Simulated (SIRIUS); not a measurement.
Crystal: ZnS (Wurtzite-4H).

```
Zn S
1.0
     3.82270    0.00000    0.00000
    -1.91135    3.31056    0.00000
     0.00000    0.00000   12.52000
Zn S
4 4
Cartesian
  1.9114 1.1035 9.3900
  0.0000 2.2070 3.1300
  0.0000 0.0000 6.2600
  0.0000 0.0000 0.0000
  1.9114 1.1035 11.7375
  0.0000 2.2070 5.4775
  0.0000 0.0000 8.6075
  0.0000 0.0000 2.3475
```

Base run:

```yaml
Program: SIRIUS 7.12.0
Functional: PBE
Potentials_or_basis: all-electron FP-LAPW
Cutoff: 202 eV
Basis: apw+lo standard
k_mesh: 8 × 8 × 3
Occupations: fermi-dirac, width 0.05 eV
Spin: no spin polarisation
```

Its results: band gap on the k mesh 2.12 eV, direct; largest force 0.042 eV/Å.

Question: The run is repeated on the same cell with these changes: functional from PBE to PBEsol. What comes out?

Answer: Band gap on the k mesh 1.99 eV, direct; largest force 0.039 eV/Å.

Caveats: an odd mesh through Γ misses points on the zone boundary, where band edges often lie (some runs).
